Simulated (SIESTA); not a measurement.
Runs of SIESTA 5.4.2 on Al2O3 (Corundum). It takes space group R-3c (No. 167, trigonal). The conventional cell has a = 4.760 Å, b = 4.760 Å, c = 12.996 Å, α = 90.00°, β = 90.00°, γ = 120.00°. Al (site symmetry 3) is surrounded by 6 O at 1.85 to 1.97 Å. O (site symmetry 2) is surrounded by 4 Al at 1.85 to 1.97 Å. 

| level | potentials or basis | energy shift | gap on the mesh (eV) | pressure (GPa) | largest force (eV/Å) |
| --- | --- | --- | --- | --- | --- |
| LDA | PseudoDojo 0.4 standard (LDA files), DZP (energy shift 0.002 Ry; radii capped at 9.5 bohr) | 0.002 Ry | (c) | -4.2 | 0.10 |
| PBE | PseudoDojo 0.4 standard (PBE files), TZDP (energy shift 0.002 Ry; radii capped at 9.5 bohr) | 0.002 Ry | 6.25 | 7.6 | 0.08 |
| PBE | PseudoDojo 0.4 standard (PBE files), SZP (energy shift 0.05 Ry) | 0.05 Ry | 6.49 | 4.2 | 0.29 |
| PW86PBE | PseudoDojo 0.4 standard (PBE files), DZP (energy shift 0.002 Ry; radii capped at 9.5 bohr) | 0.002 Ry | 6.34 | 14.2 | 0.14 |
| PBEsol | PseudoDojo 0.4 standard (PBEsol files), DZP (energy shift 0.002 Ry; radii capped at 9.5 bohr) | 0.002 Ry | 6.16 | 3.3 | 0.08 |
| PBE | SG15 1.2 with PseudoDojo 0.4 standard (PBE files), DZP (energy shift 0.002 Ry; radii capped at 9.5 bohr) | 0.002 Ry | 6.24 | (a) | (b) |

Alike in all rows: task band structure; no spin polarisation; cell as given; k mesh 7 × 7 × 7; smearing fermi-dirac 0.05 eV; grid cutoff 800 Ry.

**Question.** Estimate the missing entries.

**Answer.** (a) 9.4; (b) 0.03; (c) 6.23.

Caveats: the basis of atomic orbitals isn't converged, which shifts pressures, moduli and gaps; the potentials were made for another functional, which shifts forces and pressure (some runs).

A k mesh can miss the band edges.

Not every run made on this cell is shown here.
